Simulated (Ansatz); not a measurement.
**RuS$_{2}$: relaxation of cell and atoms**

All numbers below come from Ansatz 0.2.0, DFT, PBE, PAW with Ansatz's default frozen-core files, scalar-relativistic.

Command: `ansatz run input.yaml --threads 1 --pin off --max-ram 3072MiB --backend cpu --events-out ev --progress --plain --runs-dir out` The run took about 13 s on 1 thread of a shared machine.

```yaml
crystal:
  lattice:
    - [0.0, 2.6515062931, 2.6515062931]
    - [2.6515062931, 0.0, 2.6515062931]
    - [2.6515062931, 2.6515062931, 0.0]
  atoms:
    - { symbol: Ru, position: [0.0, 0.0, 0.0] }
    - { symbol: S, position: [0.25, 0.25, 0.25] }
    - { symbol: S, position: [0.75, 0.75, 0.75] }
kpoints:
  mp_grid: { grid: [11, 11, 11] }
scf:
  occupations: { method: fermi_dirac, width: 0.03 }
hamiltonian:
  xc: pbe
  pseudopotentials: { kind: paw }
output:
  forces: true
  stress: true
relax:
  f_tol: 0.005
  max_steps: 80
  cell: {}
```

The cell is built from the fluorite type as a first guess.

The cutoff is 420 eV; energies and pressures of the walk include the program's estimate of the Pulay term.

Each frame lists the cell vectors (Å), then Cartesian positions (Å); symmetry keeps all forces zero. Free energies count from the first step, -7681.7667 eV.

The walk took 8 evaluations in all; steps that aren't listed are left out.

Step 1: E = 0.0 meV, P = 63.06 GPa

```
cell 0.0000 2.6515 2.6515 2.6515 0.0000 2.6515 2.6515 2.6515 0.0000
Ru    0.0000    0.0000    0.0000
S     1.3258    1.3258    1.3258
S     3.9773    3.9773    3.9773
```

Step 2:

```
cell 0.0000 2.7786 2.7786 2.7786 0.0000 2.7786 2.7786 2.7786 0.0000
Ru    0.0000    0.0000    0.0000
S     1.3893    1.3893    1.3893
S     4.1680    4.1680    4.1680
```

Step 3: E = -1535.4 meV, P = 4.83 GPa

```
cell 0.0000 2.8384 2.8384 2.8384 0.0000 2.8384 2.8384 2.8384 0.0000
Ru    0.0000    0.0000    0.0000
S     1.4192    1.4192    1.4192
S     4.2576    4.2576    4.2576
```

Step 4: E = -1553.7 meV, P = 0.66 GPa

```
cell 0.0000 2.8610 2.8610 2.8610 0.0000 2.8610 2.8610 2.8610 0.0000
Ru    0.0000    0.0000    0.0000
S     1.4305    1.4305    1.4305
S     4.2915    4.2915    4.2915
```

Step 5: E = -1554.0 meV, P = 0.00 GPa

```
cell 0.0000 2.8648 2.8648 2.8648 0.0000 2.8648 2.8648 2.8648 0.0000
Ru    0.0000    0.0000    0.0000
S     1.4324    1.4324    1.4324
S     4.2972    4.2972    4.2972
```

Step 6: E = -1561.0 meV, P = 0.32 GPa (the cell of the step before, solved again on a basis chosen afresh, hence the jump)

**Question.** Give the energy, pressure of step 2.

**Answer.** E = -1338.0 meV, P = 18.36 GPa
```
Ru    0.0000    0.0000    0.0000
S     1.3893    1.3893    1.3893
S     4.1680    4.1680    4.1680
```

**Question.** How does the relaxation end?

**Answer.** It converges, with a = 5.733 Å, b = 5.733 Å, c = 5.733 Å, α = 90.00°, β = 90.00°, γ = 90.00° (conventional cell, space group Fm-3m). The last solve (on a basis chosen afresh for the final cell, so its energy is not quite comparable) gives E = -1561.0 meV, P = 0.01 GPa:
```
cell 0.0000 2.8666 2.8666 2.8666 0.0000 2.8666 2.8666 2.8666 0.0000
Ru    0.0000    0.0000    0.0000
S     1.4333    1.4333    1.4333
S     4.3000    4.3000    4.3000
```
